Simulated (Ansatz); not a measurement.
Runs of Ansatz 0.2.0 on GaN. The structure is cubic, space group F-43m (No. 216). The conventional cell has a = 4.507 Å, b = 4.507 Å, c = 4.507 Å, α = 90.00°, β = 90.00°, γ = 90.00°. Ga (site symmetry -43m) is surrounded by 4 N at 1.95 Å. N (site symmetry -43m) has 4 Ga at 1.95 Å as nearest neighbours. The cell is a database's computed one.

```csv
task,level,cell,k mesh,cutoff (eV),smearing,gap on the mesh (eV),pressure (GPa),relaxed volume (Å³/atom)
phonons,PBEsol,as given,7 × 7 × 7,450,fermi-dirac 0.05 eV,1.68,-,-
relaxation of cell and atoms,PBEsol+D4,relaxed,10 × 10 × 10,-,fermi-dirac 0.05 eV,1.83,0.0,11.18
band structure,RPBE,as given,10 × 10 × 10,421,fermi-dirac 0.05 eV,1.78,9.0,-
relaxation of cell and atoms,LDA,relaxed from: volume scaled by 0.92,10 × 10 × 10,-,tetrahedron,1.96,0.0,11.07
single point,RPBE,as given,10 × 10 × 10,421,gaussian 0.05 eV,1.78,9.0,-
elastic constants,LDA,as given,7 × 7 × 7,450,fermi-dirac 0.05 eV,1.74,-6.3,-
relaxation of cell and atoms,BLYP,relaxed,10 × 10 × 10,-,fermi-dirac 0.05 eV,(b),0.0,(a)
relaxation of cell and atoms,RPBE,relaxed,10 × 10 × 10,-,fermi-dirac 0.05 eV,1.46,0.0,12.03
```

Alike in all rows: potentials or basis all-electron LAPW, scalar-relativistic; no spin polarisation; basis error allowed 0.001 eV/atom.

Problem. Fill in the values left out.

Solution. (a) 12.17; (b) 1.42.

Caveats: with tetrahedron occupations forces and stress needn't match the slope of the energy (some runs); the cell is more than 3 GPa from zero pressure, which shifts response properties (some runs).

A k mesh can miss the band edges, and the runs leave out spin-orbit coupling on Ga.

Runs at the PBE level aren't shown here.
